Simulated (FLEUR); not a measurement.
A run of FLEUR MaX-R8.1 (later development tree) is set up as follows.

The input inp.xml:

```xml
<?xml version="1.0" encoding="UTF-8" standalone="no"?>
<fleurInput fleurInputVersion="0.39">
   <comment>
      Cu                                                                                                  
   </comment>
   <calculationSetup>
      <cutoffs Kmax="3.84" Gmax="11.9" GmaxXC="11.9" numbands="0"/>
      <scfLoop itmax="60" minDistance="0.00001" maxIterBroyd="15" imix="Anderson" alpha="0.05" precondParam="0.0" spinf="2.0" sdNocoIR="T"/>
      <coreElectrons ctail="T" frcor="F" kcrel="0" coretail_lmax="0"/>
      <xcFunctional name="mjw" relativisticCorrections="F"/>
      <magnetism jspins="1"/>
      <soc l_soc="F" theta="0.0" phi="0.0" spav="F"/>
      <expertModes spex="0" secvar="F"/>
      <geometryOptimization l_f="F" forcealpha="1.0" forcemix="BFGS" epsdisp="0.00001" epsforce="0.00001"/>
      <ldaU l_linMix="F" mixParam="0.05" spinf="1.0"/>
   </calculationSetup>
   <cell>
      <bzIntegration valenceElectrons="19.0" mode="hist" fermiSmearingEnergy="0.00183747">
         <kPointListSelection listName="default-1"/>
         <!-- k-points included here -->
         <xi:include xmlns:xi="http://www.w3.org/2001/XInclude" href="kpts.xml"> </xi:include>
      </bzIntegration>
      <!-- symmetry operations included here -->
      <xi:include xmlns:xi="http://www.w3.org/2001/XInclude" href="sym.xml"> </xi:include>
      <bulkLattice scale="1.0">
         <bravaisMatrix>
            <row-1>    0.0000000000000000     3.4156799702145002     3.4156799702145002</row-1>
            <row-2>    3.4156799702145002     0.0000000000000000     3.4156799702145002</row-2>
            <row-3>    3.4156799702145002     3.4156799702145002     0.0000000000000000</row-3>
         </bravaisMatrix>
      </bulkLattice>
   </cell>
   <atomSpecies>
      <species name="Copper (Cu)" element="Cu" atomicNumber="29">
         <mtSphere radius="2.24" gridPoints="741" logIncrement="0.017"/>
         <atomicCutoffs lmax="9" lnonsphr="7"/>
         <electronConfig flipSpins="F">
            <coreConfig>(1s1/2) (2s1/2) (2p1/2) (2p3/2)</coreConfig>
            <valenceConfig>(3s1/2) (3p1/2) (3p3/2) (4s1/2) (3d3/2) (3d5/2)</valenceConfig>
            <stateOccupation state="(4s1/2)" spinUp="0.500000" spinDown="0.500000"/>
         </electronConfig>
         <energyParameters s="4" p="4" d="3" f="4"/>
         <lo type="SCLO" l="0" n="3" eDeriv="0"/>
         <lo type="SCLO" l="1" n="3" eDeriv="0"/>
         <lo type="SCLO" l="1" n="3" eDeriv="1"/>
         <lo type="SCLO" l="2" n="3" eDeriv="2"/>
         <lo type="SCLO" l="3" n="4" eDeriv="2"/>
      </species>
   </atomSpecies>
   <atomGroups>
      <atomGroup species="Copper (Cu)">
         <relPos label="                   1">.0000000000 .0000000000 .0000000000</relPos>
         <force calculate="T" relaxXYZ="TTT"/>
      </atomGroup>
   </atomGroups>
   <output dos="F" band="F" slice="F">
      <checks vchk="F" cdinf="F"/>
      <bandDOS minEnergy="-.5*Htr" maxEnergy="0.5*Htr" sigma="0.015" storeEVData="T"/>
      <vacuumDOS vacdos="F" integ="F" star="F" nstars="0" locx1="0.0" locy1="0.0" locx2="0.0" locy2="0.0" nstm="0" tworkf="0.0"/>
      <unfoldingBand unfoldBand="F" supercellX="1" supercellY="1" supercellZ="1"/>
      <plotting iplot="0" polar="F">
         <plot TwoD="T" vec1="  1.0  0.0  0.0" vec2="  0.0  1.0  0.0" vec3="  0.0  0.0  1.0" zero="  0.0  0.0  0.0" file="plot"/>
      </plotting>
      <chargeDensitySlicing numkpt="0" minEigenval="0.0" maxEigenval="0.0" nnne="0" pallst="F"/>
      <specialOutput eonly="F"/>
      <moessbauerParams electricFieldGradient="T" isomerShift="T" coreHyperfine="T" valenceHyperfine="T"/>
      <magneticCircularDichroism mcd="F" energyLo="-10.0" energyUp="0.0"/>
   </output>
  <!-- We include the file relax.xml here to enable relaxations (see documentation) -->
  <xi:include xmlns:xi="http://www.w3.org/2001/XInclude" href="relax.xml"> <xi:fallback/> </xi:include>
</fleurInput>
```

The input crystal.txt:

```
Cu
&input cartesian=F /
0.0000000000  1.8075000000  1.8075000000
1.8075000000  0.0000000000  1.8075000000
1.8075000000  1.8075000000  0.0000000000
1.8897261246
1.0 1.0 1.0

1
29 0.0000000000  0.0000000000  0.0000000000

&kpt div1=13 div2=13 div3=13 gamma=T /
```

Contents of inp.xml (bands):

```
<?xml version="1.0" encoding="UTF-8" standalone="no"?>
<fleurInput fleurInputVersion="0.39">
   <comment>
      Cu                                                                                                  
   </comment>
   <calculationSetup>
      <cutoffs Kmax="3.84" Gmax="11.9" GmaxXC="11.9" numbands="0"/>
      <scfLoop itmax="60" minDistance="0.00001" maxIterBroyd="15" imix="Anderson" alpha="0.05" precondParam="0.0" spinf="2.0" sdNocoIR="T"/>
      <coreElectrons ctail="T" frcor="F" kcrel="0" coretail_lmax="0"/>
      <xcFunctional name="mjw" relativisticCorrections="F"/>
      <magnetism jspins="1"/>
      <soc l_soc="F" theta="0.0" phi="0.0" spav="F"/>
      <expertModes spex="0" secvar="F"/>
      <geometryOptimization l_f="F" forcealpha="1.0" forcemix="BFGS" epsdisp="0.00001" epsforce="0.00001"/>
      <ldaU l_linMix="F" mixParam="0.05" spinf="1.0"/>
   </calculationSetup>
   <cell>
      <bzIntegration valenceElectrons="19.0" mode="hist" fermiSmearingEnergy="0.00183747">
         <kPointListSelection listName="path-1"/>
         <!-- k-points included here -->
         <xi:include xmlns:xi="http://www.w3.org/2001/XInclude" href="kpts.xml"> </xi:include>
      </bzIntegration>
      <!-- symmetry operations included here -->
      <xi:include xmlns:xi="http://www.w3.org/2001/XInclude" href="sym.xml"> </xi:include>
      <bulkLattice scale="1.0">
         <bravaisMatrix>
            <row-1>    0.0000000000000000     3.4156799702145002     3.4156799702145002</row-1>
            <row-2>    3.4156799702145002     0.0000000000000000     3.4156799702145002</row-2>
            <row-3>    3.4156799702145002     3.4156799702145002     0.0000000000000000</row-3>
         </bravaisMatrix>
      </bulkLattice>
   </cell>
   <atomSpecies>
      <species name="Copper (Cu)" element="Cu" atomicNumber="29">
         <mtSphere radius="2.24" gridPoints="741" logIncrement="0.017"/>
         <atomicCutoffs lmax="9" lnonsphr="7"/>
         <electronConfig flipSpins="F">
            <coreConfig>(1s1/2) (2s1/2) (2p1/2) (2p3/2)</coreConfig>
            <valenceConfig>(3s1/2) (3p1/2) (3p3/2) (4s1/2) (3d3/2) (3d5/2)</valenceConfig>
            <stateOccupation state="(4s1/2)" spinUp="0.500000" spinDown="0.500000"/>
         </electronConfig>
         <energyParameters s="4" p="4" d="3" f="4"/>
         <lo type="SCLO" l="0" n="3" eDeriv="0"/>
         <lo type="SCLO" l="1" n="3" eDeriv="0"/>
         <lo type="SCLO" l="1" n="3" eDeriv="1"/>
         <lo type="SCLO" l="2" n="3" eDeriv="2"/>
         <lo type="SCLO" l="3" n="4" eDeriv="2"/>
      </species>
   </atomSpecies>
   <atomGroups>
      <atomGroup species="Copper (Cu)">
         <relPos label="                   1">.0000000000 .0000000000 .0000000000</relPos>
         <force calculate="T" relaxXYZ="TTT"/>
      </atomGroup>
   </atomGroups>
   <output dos="F" band="T" slice="F">
      <checks vchk="F" cdinf="F"/>
      <bandDOS minEnergy="-.5*Htr" maxEnergy="0.5*Htr" sigma="0.015" storeEVData="T"/>
      <vacuumDOS vacdos="F" integ="F" star="F" nstars="0" locx1="0.0" locy1="0.0" locx2="0.0" locy2="0.0" nstm="0" tworkf="0.0"/>
      <unfoldingBand unfoldBand="F" supercellX="1" supercellY="1" supercellZ="1"/>
      <plotting iplot="0" polar="F">
         <plot TwoD="T" vec1="  1.0  0.0  0.0" vec2="  0.0  1.0  0.0" vec3="  0.0  0.0  1.0" zero="  0.0  0.0  0.0" file="plot"/>
      </plotting>
      <chargeDensitySlicing numkpt="0" minEigenval="0.0" maxEigenval="0.0" nnne="0" pallst="F"/>
      <specialOutput eonly="F"/>
      <moessbauerParams electricFieldGradient="T" isomerShift="T" coreHyperfine="T" valenceHyperfine="T"/>
      <magneticCircularDichroism mcd="F" energyLo="-10.0" energyUp="0.0"/>
   </output>
  <!-- We include the file relax.xml here to enable relaxations (see documentation) -->
  <xi:include xmlns:xi="http://www.w3.org/2001/XInclude" href="relax.xml"> <xi:fallback/> </xi:include>
</fleurInput>
```

Potentials or basis: all-electron, FLAPW.

Command:

```bash
$ inpgen -f crystal.txt -profile fastHighL
$ # inp.xml edited to the form shown
$ fleur_MPI
$ fleur_MPI   # second run, on inp.xml (bands)
```

Problem. What does it give for the band gap along the path?

Solution. None (metal or under the smearing width).

Levels at the corners of the path, in eV from the Fermi level:
```
point  band 5  band 6  band 7  band 8  band 9  band 10  band 11  band 12  band 13  band 14
    Γ   -9.60   -3.20   -3.20   -3.20   -2.35    -2.35    22.52    24.94    24.94    24.94
    X   -5.07   -4.62   -1.79   -1.63   -1.63     1.25     6.91    12.77    12.77    17.48
    W   -4.32   -3.72   -3.72   -2.40   -1.63     5.99     5.99     8.18     8.44    28.05
    K   -4.49   -4.26   -2.94   -2.21   -1.83     4.12     5.52     7.59    14.85    19.15
    Γ   -9.60   -3.20   -3.20   -3.20   -2.35    -2.35    22.52    24.94    24.94    24.94
    L   -5.30   -3.23   -3.23   -1.78   -1.78    -1.21     3.53    21.03    21.68    21.68
    U   -4.49   -4.26   -2.94   -2.21   -1.83     4.12     5.52     7.59    14.85    19.15
    W   -4.32   -3.72   -3.72   -2.40   -1.63     5.99     5.99     8.18     8.44    28.05
    L   -5.30   -3.23   -3.23   -1.78   -1.78    -1.21     3.53    21.03    21.68    21.68
    K   -4.49   -4.26   -2.94   -2.21   -1.83     4.12     5.52     7.59    14.85    19.15
    U   -4.49   -4.26   -2.94   -2.21   -1.83     4.12     5.52     7.59    14.85    19.15
    X   -5.07   -4.62   -1.79   -1.63   -1.63     1.25     6.91    12.77    12.77    17.48
```
